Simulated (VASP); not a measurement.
Wanted: the native input for a VASP 6.6.1 run.

| Item | Value |
| --- | --- |
| Task | band structure |
| Functional | PBEsol |
| Potentials or basis | VASP PAW PBE potentials, release 64 (N, B) |
| Cutoff | 520 eV |
| k mesh | 12 × 12 × 6 |
| Occupations | gaussian, width 0.02 eV |
| Spin | no spin polarisation |
| Ladder | free |
| Further INCAR settings | ALGO = Fast; EDIFF = 1e-06 |

BN:

```
N B
1.0
     2.55394    0.00000    0.00000
    -1.27697    2.21178    0.00000
     0.00000    0.00000    4.22685
N B
2 2
Direct
  0.33333 0.66667 0.12528
  0.66667 0.33333 0.62528
  0.33333 0.66667 0.49972
  0.66667 0.33333 0.99972
```

Measurements of this composition are mostly on another form, of space group No. 194.

These files were run (other wordings do the same):

POSCAR

```
BN
1.0
    2.5539396017      0.0000000000      0.0000000000
   -1.2769698009      2.2117765748      0.0000000000
    0.0000000000      0.0000000000      4.2268550000
N B
2 2
Direct
    0.3333333333      0.6666666667      0.1252760000
    0.6666666667      0.3333333333      0.6252760000
    0.3333333333      0.6666666667      0.4997240000
    0.6666666667      0.3333333333      0.9997240000
```

INCAR.step1

```
SYSTEM = BN
PREC = Accurate
ENCUT = 520
EDIFF = 1E-6
ISMEAR = 0
SIGMA = 0.02
LREAL = .FALSE.
LASPH = .TRUE.
NELM = 100
ALGO = Fast
ISIF = 2
LWAVE = .FALSE.
LCHARG = .TRUE.
GGA = PS
```

KPOINTS.step1

```
regular mesh
0
G
  12 12 6
  0 0 0
```

INCAR.step2

```
SYSTEM = BN
PREC = Accurate
ENCUT = 520
EDIFF = 1E-6
ISMEAR = 0
SIGMA = 0.05
LREAL = .FALSE.
LASPH = .TRUE.
NELM = 100
ALGO = Fast
ISIF = 2
LWAVE = .FALSE.
LCHARG = .FALSE.
GGA = PS
ICHARG = 11
```

KPOINTS.step2

```
path GMKGALHA,LM,KH
20
line-mode
reciprocal
 0.0000000000  0.0000000000  0.0000000000  G
 0.5000000000  0.0000000000  0.0000000000  M

 0.5000000000  0.0000000000  0.0000000000  M
 0.3333333333  0.3333333333  0.0000000000  K

 0.3333333333  0.3333333333  0.0000000000  K
 0.0000000000  0.0000000000  0.0000000000  G

 0.0000000000  0.0000000000  0.0000000000  G
 0.0000000000  0.0000000000  0.5000000000  A

 0.0000000000  0.0000000000  0.5000000000  A
 0.5000000000  0.0000000000  0.5000000000  L

 0.5000000000  0.0000000000  0.5000000000  L
 0.3333333333  0.3333333333  0.5000000000  H

 0.3333333333  0.3333333333  0.5000000000  H
 0.0000000000  0.0000000000  0.5000000000  A

 0.5000000000  0.0000000000  0.5000000000  L
 0.5000000000  0.0000000000  0.0000000000  M

 0.3333333333  0.3333333333  0.0000000000  K
 0.3333333333  0.3333333333  0.5000000000  H
```

Potentials or basis: VASP PAW PBE potentials, release 64 (N, B).

Launch:

```sh
$ cat potpaw_PBE.64/N/POTCAR potpaw_PBE.64/B/POTCAR > POTCAR
$ cp INCAR.step1 INCAR
$ cp KPOINTS.step1 KPOINTS
$ mpirun -np 1 vasp_std > vasp.out
$ cp INCAR.step2 INCAR
$ cp KPOINTS.step2 KPOINTS
$ mpirun -np 1 vasp_std > vasp.out
```

Results of the run:

| Property | Result |
| --- | --- |
| Band gap on the k mesh | 4.97 eV, indirect (least direct gap 8.15 eV) |
| Band gap along the path | 4.97 eV, indirect (least direct gap 8.13 eV) |

Caveat: the log is that of the step along the path at fixed density, whose energy, stress, charges and moments have no meaning.

It took 66 s on 1 thread of Intel(R) Xeon(R) Platinum 8259CL CPU @ 2.50GHz (Skylake/Cascade Lake), with other jobs on the host, peak memory 0.16 GiB.
